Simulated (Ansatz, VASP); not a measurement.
# One calculation of Ti, two programs

```
CELL_PARAMETERS angstrom
-1.60512 1.60512 1.60512
1.60512 -1.60512 1.60512
1.60512 1.60512 -1.60512
ATOMIC_POSITIONS crystal
Ti 0.00000 0.00000 0.00000
```

This isn't the form of Ti at room conditions, which is hcp.

Alike in both runs: functional PBEsol; k mesh 18 × 18 × 18; occupations gaussian, width 0.1 eV; no spin polarisation.

Ansatz relaxed the structure, and its values are those at the end. VASP's run is a single point on that final structure, the one shown.

|  | VASP | Ansatz |
| --- | --- | --- |
| version | VASP 6.6.1 | Ansatz 0.2.0 |
| potentials or method | VASP PAW PBE potentials, release 64 (Ti_sv) | scalar-relativistic, plane waves, PAW |
| plane-wave cutoff (eV) | 520 | 420 |
| valence electrons in the cell | 12 | 12 |

Ansatz gave:

| Quantity | Value |
| --- | --- |
| gap on the k mesh at the Fermi level (eV) | none |
| pressure (GPa) | 0.0 |

Question: Which values does VASP return?

Answer: gap on the k mesh at the Fermi level (eV): none; pressure (GPa): -0.3.

A gap of «none» marks a metal or a gap that the smearing closes. The functional is the same, so the differences come from potentials, cutoffs and numerics.

Caveats: the PAW data sets were made with another functional, which shifts forces and pressure a little (VASP).
